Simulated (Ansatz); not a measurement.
# Dielectric response of MgO (001) films, part 3 of 4

Aim: the electronic and static ε of rocksalt MgO (001) from films of three thicknesses in a field.

Ansatz 0.2.0; plane-wave DFT, PBEsol, Ansatz PAW.

So far. Step 9 (Response with the atoms relaxed, 6 atoms, units 3): The induced dipole is that of a conductor 6.78 Å thick. Step 10 (Relaxing the film, 10 atoms, units 5): The gap is 3.70 eV, with the valence edge 5.27 eV and the conduction edge 1.57 eV under the upper vacuum level.

## 11. Single point on the relaxed film, 10 atoms, units 5

The next thickness, treated alike, so that differences show the interior and the faces cancel.

input.yaml reads:

```yaml
crystal:
  lattice:
    - [2.97691955, 0.0, 0.0]
    - [0.0, 2.97691955, 0.0]
    - [0.0, 0.0, 26.42]
  atoms:
    - { symbol: Mg, position: [0.5, 0.5, 0.3412588537] }
    - { symbol: O, position: [0.0, 0.0, 0.3394926222] }
    - { symbol: Mg, position: [0.0, 0.0, 0.4200513111] }
    - { symbol: O, position: [0.5, 0.5, 0.4203425701] }
    - { symbol: Mg, position: [0.5, 0.5, 0.5] }
    - { symbol: O, position: [0.0, 0.0, 0.5] }
    - { symbol: Mg, position: [0.0, 0.0, 0.5799486889] }
    - { symbol: O, position: [0.5, 0.5, 0.57965743] }
    - { symbol: Mg, position: [0.5, 0.5, 0.6587411463] }
    - { symbol: O, position: [0.0, 0.0, 0.6605073778] }
kpoints:
  mp_grid: { grid: [10, 10, 1] }
hamiltonian:
  xc: pbesol
scf:
  occupations: { method: fixed }
  convergence: { dr2_threshold: 1.0e-09 }
efield:
  axis: 3
  dipole_correction: true
  ramp_position: 0.97
  ramp_width: 0.06
output:
  eigenvalues: true
  write_potential: true
  write_density: true
  volumetric_format: npy
  elf: true
```

Command:

```bash
$ ansatz run input.yaml --threads 4 --pin off --max-ram 8192MiB --backend cpu --events-out ev --progress --plain --runs-dir out
```

Numbers of over 12 decimals in the logs are rounded to 6 here.

Output:

```text
[...]
Crystal: 10 atoms, lattice volume = 234.135 Å³
Basis set: ecut = 420 eV, 4453 PW (Γ)
Bands: 50, of which v1, the nominal top of the filled ones, is band 40 counted from 1 (39 counted from 0)
Symmetry: 8 space group operations
k-points: 21 of 100
[...]
k-point 1: bands = [... 36 lower, -0.3317, -0.1140, -0.0765, 0.0146, 4.0184, 4.1228, 5.4379, 5.9291, ... 6 higher]
  k-point 2: bands = [... 36 lower, -0.3626, -0.2000, -0.1344, -0.0453, 4.6266, 4.6403, 6.0143, 6.4793, ... 6 higher]
  k-point 20: bands = [... 36 lower, -1.4928, -1.4669, -0.5510, -0.5218, 8.6131, 8.6715, 9.3282, 9.3282, ... 6 higher]
[key lines of the parts left out:]
SCF converged after 10 iterations
Free energy (F): -12378.237518 eV
Fermi energy:    0.035568 eV
Dipole field:    D = -0.000000 V/Å  (p = -0.000000 e·Å, saw-weighted, corrected)
Work function:   Φ+ = 5.2656 eV   Φ− = 5.2656 eV
```

The job ended after 6.9 s (4 threads of Intel Xeon Platinum 8259CL at 2.50GHz (Skylake/Cascade Lake), shared host; peak memory 0.71 GiB; 26 s of CPU time).

The gap is 3.70 eV, with the valence edge 5.27 eV and the conduction edge 1.57 eV under the upper vacuum level.

## 12. Atoms held, 10 atoms, units 5, field 0.05 V/Å

input.yaml, as its differences from that of step 11:

```diff
@@ -22,3 +22,3 @@
   occupations: { method: fixed }
-  convergence: { dr2_threshold: 1.0e-09 }
+  convergence: { dr2_threshold: 1.0e-10 }
 efield:
@@ -28,4 +28,4 @@
   ramp_width: 0.06
+  amplitude: 0.05
 output:
-  eigenvalues: true
   write_potential: true
@@ -33,2 +33 @@
   volumetric_format: npy
-  elf: true
```

Output:

```text
[...]
Crystal: 10 atoms, lattice volume = 234.135 Å³
Basis set: ecut = 420 eV, 4453 PW (Γ)
Bands: 50, of which v1, the nominal top of the filled ones, is band 40 counted from 1 (39 counted from 0)
Symmetry: 8 space group operations
k-points: 21 of 100
[...]
k-point 0: bands = [... 36 lower, -0.1173, -0.1173, 0.0488, 0.0488, 3.6865, 3.9594, 5.1417, 5.6839, ... 6 higher]
  k-point 1: bands = [... 36 lower, -0.3288, -0.1256, -0.0718, 0.0295, 3.9511, 4.1865, 5.3510, 5.9157, ... 6 higher]
  k-point 2: bands = [... 36 lower, -0.3660, -0.1940, -0.1529, -0.0237, 4.5175, 4.7462, 5.9168, 6.5454, ... 6 higher]
  k-point 20: bands = [... 36 lower, -1.4899, -1.4623, -0.6006, -0.4724, 8.5580, 8.7260, 9.3259, 9.3259, ... 6 higher]
[key lines of the parts left out:]
SCF converged after 13 iterations
Free energy (F): -12378.238026 eV
Fermi energy:    0.048808 eV
Dipole field:    D = 0.015690 V/Å  (p = 0.020301 e·Å, saw-weighted, corrected)
```

It took 7.7 s on 4 threads; peak memory 0.69 GiB; 29 s of CPU time.

The dipole is 0.0203 e·Å, and the gap on the mesh 3.638 eV.

## 13. Single point, 10 atoms, units 5, field -0.05 V/Å

input.yaml, as its differences from that of step 12:

```diff
@@ -28,3 +28,3 @@
   ramp_width: 0.06
-  amplitude: 0.05
+  amplitude: -0.05
 output:
```

Output:

```text
[...]
Crystal: 10 atoms, lattice volume = 234.135 Å³
Basis set: ecut = 420 eV, 4453 PW (Γ)
Bands: 50, of which v1, the nominal top of the filled ones, is band 40 counted from 1 (39 counted from 0)
Symmetry: 8 space group operations
k-points: 21 of 100
[...]
k-point 0: bands = [... 36 lower, -0.1173, -0.1173, 0.0488, 0.0488, 3.6865, 3.9594, 5.1417, 5.6839, ... 6 higher]
  k-point 1: bands = [... 36 lower, -0.3288, -0.1256, -0.0718, 0.0295, 3.9511, 4.1865, 5.3510, 5.9157, ... 6 higher]
  k-point 2: bands = [... 36 lower, -0.3660, -0.1940, -0.1529, -0.0237, 4.5175, 4.7462, 5.9168, 6.5454, ... 6 higher]
  k-point 20: bands = [... 36 lower, -1.4899, -1.4623, -0.6006, -0.4724, 8.5580, 8.7260, 9.3259, 9.3259, ... 6 higher]
[key lines of the parts left out:]
SCF converged after 13 iterations
Free energy (F): -12378.238026 eV
Fermi energy:    0.048808 eV
Dipole field:    D = -0.015690 V/Å  (p = -0.020301 e·Å, saw-weighted, corrected)
```

The job ended after 7.8 s (4 threads; peak memory 0.69 GiB; 30 s of CPU time).

The dipole is -0.0203 e·Å, and the gap on the mesh 3.638 eV.

## 14. Response with the atoms held, 10 atoms, units 5

This step: plane-wave DFT, PBEsol, Ansatz PAW; response to a field along the normal, atoms held (Ansatz 0.2.0).

Local field over the applied field, running mean. From the potentials at -0.05 and 0.05 V/Å; running mean over 2.105 Å, taken twice. Local field over applied field against z:

```tsv
z (Å)	local field over applied field
5	0.992
6	0.944
7	0.768
8	0.481
9	0.292
10	0.271
11	0.296
12	0.306
13	0.306
14	0.306
15	0.302
16	0.284
17	0.267
18	0.378
19	0.652
20	0.889
21	0.980
22	0.997
```

The induced dipole is that of a conductor 8.29 Å thick.

## 15. Field on, atoms free, 10 atoms, units 5, field 0.05 V/Å

This step: plane-wave DFT, PBEsol, Ansatz PAW (Ansatz 0.2.0).

The same pair of relaxations in the field for this thickness.

input.yaml, as its differences from that of step 13:

```diff
@@ -28,3 +28,6 @@
   ramp_width: 0.06
-  amplitude: -0.05
+  amplitude: 0.05
+relax:
+  f_tol: 0.0006
+  max_steps: 70
 output:
```

Output:

```text
[...]
Crystal: 10 atoms, lattice volume = 234.135 Å³
Basis set: ecut = 420 eV, 4453 PW (Γ), exchange–correlation on 40×40×360 points (8 copies of the dense FFT grid, shifted against one another)
Bands: 50, of which v1, the nominal top of the filled ones, is band 40 counted from 1 (39 counted from 0)
Symmetry: 8 space group operations
k-points: 21 of 100
[...]
- { symbol: Mg, position: [0.5, 0.5, 0.341280] }
    - { symbol: O, position: [0, 0.0, 0.339424] }
    - { symbol: Mg, position: [0, 0.0, 0.420073] }
    - { symbol: O, position: [0.5, 0.5, 0.420303] }
    - { symbol: Mg, position: [0.5, 0.5, 0.500037] }
    - { symbol: O, position: [0, 0.0, 0.499967] }
    - { symbol: Mg, position: [0, 0.0, 0.579996] }
    - { symbol: O, position: [0.5, 0.5, 0.579640] }
    - { symbol: Mg, position: [0.5, 0.5, 0.658802] }
    - { symbol: O, position: [0, 0.0, 0.660477] }
[key lines of the parts left out:]
SCF converged after 5 iterations
Free energy (F): -12378.238210 eV
Fermi energy:    0.036772 eV
Dipole field:    D = 0.020036 V/Å  (p = 0.025925 e·Å, saw-weighted, corrected)
```

Run time: 16 s. Hardware: 4 threads; peak memory 0.66 GiB.

No atom moved by 0.005 Å in the relaxation.

The relaxation took 4 steps and lowered the energy by 1.4e-4 eV; the largest force on the free atoms ends at 2.4e-4 eV/Å.

The dipole is 0.0259 e·Å, and the gap on the mesh 3.682 eV.

## 16. Field on, atoms free, 10 atoms, units 5, field -0.05 V/Å

The opposite sign, again from the field-free geometry; the difference of the two cancels what relaxes without a field.

input.yaml, as its differences from that of step 15:

```diff
@@ -28,3 +28,3 @@
   ramp_width: 0.06
-  amplitude: 0.05
+  amplitude: -0.05
 relax:
```

Output:

```text
[...]
Crystal: 10 atoms, lattice volume = 234.135 Å³
Basis set: ecut = 420 eV, 4453 PW (Γ), exchange–correlation on 40×40×360 points (8 copies of the dense FFT grid, shifted against one another)
Bands: 50, of which v1, the nominal top of the filled ones, is band 40 counted from 1 (39 counted from 0)
Symmetry: 8 space group operations
k-points: 21 of 100
[...]
- { symbol: Mg, position: [0.5, 0.5, 0.341198] }
    - { symbol: O, position: [0, 0.0, 0.339523] }
    - { symbol: Mg, position: [0, 0.0, 0.420004] }
    - { symbol: O, position: [0.5, 0.5, 0.420360] }
    - { symbol: Mg, position: [0.5, 0.5, 0.499963] }
    - { symbol: O, position: [0, 0.0, 0.500033] }
    - { symbol: Mg, position: [0, 0.0, 0.579927] }
    - { symbol: O, position: [0.5, 0.5, 0.579697] }
    - { symbol: Mg, position: [0.5, 0.5, 0.658720] }
    - { symbol: O, position: [0, 0.0, 0.660576] }
[key lines of the parts left out:]
SCF converged after 5 iterations
Free energy (F): -12378.238210 eV
Fermi energy:    0.036772 eV
Dipole field:    D = -0.020036 V/Å  (p = -0.025925 e·Å, saw-weighted, corrected)
```

Run time: 17 s. Hardware: 4 threads; peak memory 0.66 GiB.

No atom moved by 0.005 Å in the relaxation.

The relaxation took 4 steps and lowered the energy by 1.4e-4 eV; the largest force on the free atoms ends at 2.4e-4 eV/Å.

The dipole is -0.0259 e·Å, and the gap on the mesh 3.682 eV.

## 17. Response with the atoms relaxed, 10 atoms, units 5

This step: plane-wave DFT, PBEsol, Ansatz PAW; response to a field along the normal, atoms relaxed (Ansatz 0.2.0).

Local field over the applied field, running mean. From the potentials at -0.05 and 0.05 V/Å; running mean over 2.105 Å, taken twice. Local field over applied field against z:

```tsv
z (Å)	local field over applied field
5	0.993
6	0.950
7	0.747
8	0.356
9	0.0830
10	0.0437
11	0.0766
12	0.101
13	0.0959
14	0.0975
15	0.0936
16	0.0635
17	0.0354
18	0.214
19	0.596
20	0.888
21	0.983
22	0.998
```

The induced dipole is that of a conductor 10.59 Å thick.

## 18. Relaxing the film, 16 atoms, units 8

This step: plane-wave DFT, PBEsol, Ansatz PAW (Ansatz 0.2.0).

System of this step: MgO (001), 8 units. The cell holds 16 atoms: 8 Mg and 8 O. Cell: a = 2.977 Å, b = 2.977 Å, c = 32.735 Å, α = 90.0°, β = 90.0°, γ = 90.0°. It derives from MgO (rocksalt MgO). Vacuum lies along c.

The next thickness, treated alike, so that differences show the interior and the faces cancel.

input.yaml reads:

```yaml
crystal:
  lattice:
    - [2.97691955, 0.0, 0.0]
    - [0.0, 2.97691955, 0.0]
    - [0.0, 0.0, 32.735]
  atoms:
    - { symbol: Mg, position: [0.5, 0.5, 0.2749350848] }
    - { symbol: O, position: [0.0, 0.0, 0.2749350848] }
    - { symbol: Mg, position: [0.0, 0.0, 0.3392393463] }
    - { symbol: O, position: [0.5, 0.5, 0.3392393463] }
    - { symbol: Mg, position: [0.5, 0.5, 0.4035436078] }
    - { symbol: O, position: [0.0, 0.0, 0.4035436078] }
    - { symbol: Mg, position: [0.0, 0.0, 0.4678478693] }
    - { symbol: O, position: [0.5, 0.5, 0.4678478693] }
    - { symbol: Mg, position: [0.5, 0.5, 0.5321521307] }
    - { symbol: O, position: [0.0, 0.0, 0.5321521307] }
    - { symbol: Mg, position: [0.0, 0.0, 0.5964563922] }
    - { symbol: O, position: [0.5, 0.5, 0.5964563922] }
    - { symbol: Mg, position: [0.5, 0.5, 0.6607606537] }
    - { symbol: O, position: [0.0, 0.0, 0.6607606537] }
    - { symbol: Mg, position: [0.0, 0.0, 0.7250649152] }
    - { symbol: O, position: [0.5, 0.5, 0.7250649152] }
kpoints:
  mp_grid: { grid: [10, 10, 1] }
hamiltonian:
  xc: pbesol
scf:
  occupations: { method: fixed }
  convergence: { dr2_threshold: 1.0e-09 }
efield:
  axis: 3
  dipole_correction: true
  ramp_position: 0.97
  ramp_width: 0.06
relax:
  f_tol: 0.003
  max_steps: 100
output:
  write_potential: true
  write_density: true
  volumetric_format: npy
```

Output:

```text
[...]
Crystal: 16 atoms, lattice volume = 290.099 Å³
Basis set: ecut = 420 eV, 5473 PW (Γ), exchange–correlation on 40×40×450 points (8 copies of the dense FFT grid, shifted against one another)
Bands: 80, of which v1, the nominal top of the filled ones, is band 64 counted from 1 (63 counted from 0)
Symmetry: 8 space group operations
k-points: 21 of 100
[...]
- { symbol: O, position: [0.5, 0.5, 0.467805] }
    - { symbol: Mg, position: [0.5, 0.5, 0.532204] }
    - { symbol: O, position: [0, 0.0, 0.532195] }
    - { symbol: Mg, position: [0, 0.0, 0.596578] }
    - { symbol: O, position: [0.5, 0.5, 0.596618] }
    - { symbol: Mg, position: [0.5, 0.5, 0.661132] }
    - { symbol: O, position: [0, 0.0, 0.660888] }
    - { symbol: Mg, position: [0, 0.0, 0.724727] }
    - { symbol: O, position: [0.5, 0.5, 0.726153] }
[key lines of the parts left out:]
SCF converged after 8 iterations
Free energy (F): -19805.851333 eV
Fermi energy:    1.581839 eV
Dipole field:    D = 0.000000 V/Å  (p = 0.000000 e·Å, saw-weighted, corrected)
Work function:   Φ+ = 5.2584 eV   Φ− = 5.2583 eV
```

It took 35 s on 4 threads; peak memory 0.94 GiB; 2.2 min of CPU time.

Relaxation path:

```tsv
step	energy less that of the first step (eV)	largest force component (eV/Å)
1	0.0000	0.4434
2	-0.0191	0.0929
3	-0.0203	0.0162
4	-0.0203	0.0011
```

The run keeps the 8 symmetry operations that it works with, so distortions that break them were not tested.

The atoms that moved most (Å):

```tsv
atom	dx	dy	dz	length
O2	0.000	0.000	-0.036	0.036
O16	0.000	0.000	0.036	0.036
Mg3	0.000	0.000	-0.012	0.012
Mg13	0.000	0.000	0.012	0.012
Mg15	0.000	0.000	-0.011	0.011
Mg1	0.000	0.000	0.011	0.011
O12	0.000	0.000	0.005	0.005
O6	0.000	0.000	-0.005	0.005
```

Running mean over 2.105 Å of the planar mean; the ramp of the sawtooth is left out. Electron's electrostatic potential energy less the highest filled level against z:

z (Å), electron's electrostatic potential energy less the highest filled level (eV) and a bar from the least value:
```
        4       5.26 ##############################
        5       5.26 ##############################
        6       5.24 ##############################
        7       4.88 #############################
        8      -0.54 #############
        9      -4.88 #
       10      -5.12 
       11      -5.12 
       12      -5.06 
       13      -5.08 
       14      -5.07 
       15      -5.09 
       16      -5.08 
       17      -5.09 
       18      -5.08 
       19      -5.08 
       20      -5.07 
       21      -5.08 
       22      -5.13 
       23      -5.09 
       24      -4.60 ##
       25       1.90 ####################
       26       5.08 #############################
       27       5.25 ##############################
       28       5.26 ##############################
       29       5.26 ##############################
```

The relaxation took 4 steps and lowered the energy by 0.020 eV; the largest force on the free atoms ends at 0.0011 eV/Å.

The gap is 3.75 eV, with the valence edge 5.26 eV and the conduction edge 1.50 eV under the upper vacuum level.

## 19. The series together

Times are for 4 threads of Intel Xeon Platinum 8259CL at 2.50GHz (Skylake/Cascade Lake), shared host. The series side by side:

```tsv
no.	units	gap by band count (eV)	ionisation energy, upper face (eV)	electron affinity, upper face (eV)	time	memory (GiB)
1	3	3.551	5.271	1.720	9.9 s	0.51
2	5	3.696	5.265	1.570	17 s	0.67
3	8	3.754	5.258	1.504	35 s	0.94
```

The valence density, planar mean (3) oscillates, so the rows of the table below give means over windows of 1 Å about each position, cut where the curve ends. Its maxima inside the range that stand out by 2 % of the span (Å: e/Å³): 9.0: 2.26, 11.1: 2.28, 13.2: 2.26. Its minima: 10.1: 0.153, 12.1: 0.153.

The runs together. Table of valence density, planar mean by z; means over each step:

```tsv
z (Å)	3 (e/Å³)	5 (e/Å³)	8 (e/Å³)
5	2.6e-5	2.7e-5	2.7e-5
6	4.1e-4	4.2e-4	4.2e-4
7	0.00681	0.00702	0.00703
8	0.154	0.162	0.159
9	1.50	1.48	1.49
10	0.248	0.258	0.253
11	1.47	1.46	1.46
12	0.302	0.310	0.308
13	1.38	1.38	1.38
14	0.343	0.402	0.401
15	0.0123	1.23	1.24
16	7.4e-4	0.555	0.546
17	4.7e-5	1.05	1.04
18	3.1e-6	0.710	0.743
19	0	0.0230	0.836
20	0	0.00135	0.952
21	0	8.6e-5	0.631
22	0	8.2e-6	1.74
```

## 20. Single point on the relaxed film, 16 atoms, units 8

The next thickness, treated alike, so that differences show the interior and the faces cancel.

input.yaml reads:

```yaml
crystal:
  lattice:
    - [2.97691955, 0.0, 0.0]
    - [0.0, 2.97691955, 0.0]
    - [0.0, 0.0, 32.735]
  atoms:
    - { symbol: Mg, position: [0.5, 0.5, 0.2752733457] }
    - { symbol: O, position: [0.0, 0.0, 0.2738469793] }
    - { symbol: Mg, position: [0.0, 0.0, 0.3388675836] }
    - { symbol: O, position: [0.5, 0.5, 0.3391119731] }
    - { symbol: Mg, position: [0.5, 0.5, 0.4034223056] }
    - { symbol: O, position: [0.0, 0.0, 0.4033824956] }
    - { symbol: Mg, position: [0.0, 0.0, 0.467796145] }
    - { symbol: O, position: [0.5, 0.5, 0.4678049903] }
    - { symbol: Mg, position: [0.5, 0.5, 0.5322038553] }
    - { symbol: O, position: [0.0, 0.0, 0.53219501] }
    - { symbol: Mg, position: [0.0, 0.0, 0.5965776946] }
    - { symbol: O, position: [0.5, 0.5, 0.5966175045] }
    - { symbol: Mg, position: [0.5, 0.5, 0.6611324162] }
    - { symbol: O, position: [0.0, 0.0, 0.6608880268] }
    - { symbol: Mg, position: [0.0, 0.0, 0.724726654] }
    - { symbol: O, position: [0.5, 0.5, 0.7261530204] }
kpoints:
  mp_grid: { grid: [10, 10, 1] }
hamiltonian:
  xc: pbesol
scf:
  occupations: { method: fixed }
  convergence: { dr2_threshold: 1.0e-09 }
efield:
  axis: 3
  dipole_correction: true
  ramp_position: 0.97
  ramp_width: 0.06
output:
  eigenvalues: true
  dos: { projected: true, e_range: [-7, 7] }
  write_potential: true
  write_density: true
  volumetric_format: npy
checkpoint:
  write: end8.run
  compress: false
  write_wavefunctions: false
```

Output:

```text
[...]
Crystal: 16 atoms, lattice volume = 290.099 Å³
Basis set: ecut = 420 eV, 5473 PW (Γ)
Bands: 80, of which v1, the nominal top of the filled ones, is band 64 counted from 1 (63 counted from 0)
Symmetry: 8 space group operations
k-points: 21 of 100
[...]
k-point 0: bands = [... 60 lower, 1.5158, 1.5158, 1.5818, 1.5818, 5.3365, 5.3750, 6.6056, 6.9564, ... 12 higher]
  k-point 1: bands = [... 60 lower, 1.4005, 1.4998, 1.5127, 1.5571, 5.5995, 5.6148, 6.9164, 7.1631, ... 12 higher]
  k-point 2: bands = [... 60 lower, 1.3247, 1.3348, 1.4544, 1.4878, 6.1719, 6.1741, 7.5715, 7.8540, ... 12 higher]
  k-point 20: bands = [... 60 lower, 0.1599, 0.1599, 1.0030, 1.0030, 10.1792, 10.1792, 10.7056, 10.7056, ... 12 higher]
[key lines of the parts left out:]
SCF converged after 10 iterations
Free energy (F): -19805.851403 eV
Fermi energy:    1.581803 eV
Dipole field:    D = 0.000000 V/Å  (p = 0.000000 e·Å, saw-weighted, corrected)
Work function:   Φ+ = 5.2585 eV   Φ− = 5.2584 eV
```

Elapsed: 15 s, on 4 threads; peak memory 1 GiB.

Running mean over 2.105 Å of the planar mean; the ramp of the sawtooth is left out. The electron's electrostatic potential energy less the highest filled level by z:

z (Å), electron's electrostatic potential energy less the highest filled level (eV) and a bar from the least value:
```
        4       5.26 ##############################
        5       5.26 ##############################
        6       5.24 ##############################
        7       4.88 #############################
        8      -0.54 #############
        9      -4.88 #
       10      -5.12 
       11      -5.12 
       12      -5.06 
       13      -5.08 
       14      -5.07 
       15      -5.09 
       16      -5.08 
       17      -5.09 
       18      -5.08 
       19      -5.08 
       20      -5.07 
       21      -5.08 
       22      -5.13 
       23      -5.09 
       24      -4.60 ##
       25       1.90 ####################
       26       5.08 #############################
       27       5.25 ##############################
       28       5.26 ##############################
       29       5.26 ##############################
```

The gap is 3.75 eV, with the valence edge 5.26 eV and the conduction edge 1.50 eV under the upper vacuum level.

[end of part 3 of 4]

[Logs are printed without paths, hosts, clocks, repeated set-up lines and the standing remarks that a program may print on its own settings, such as how far it seeks lower states.]

[Hosts, paths, dates, database ids (printed as entryN), source tags and the programs' standing remarks are cut or masked in the printed files.]

[Maps of the electrostatic potential energy from Ansatz leave out the sawtooth potential of an applied field or a dipole correction, so their vacuum need not be flat; planar profiles and work functions include it.]
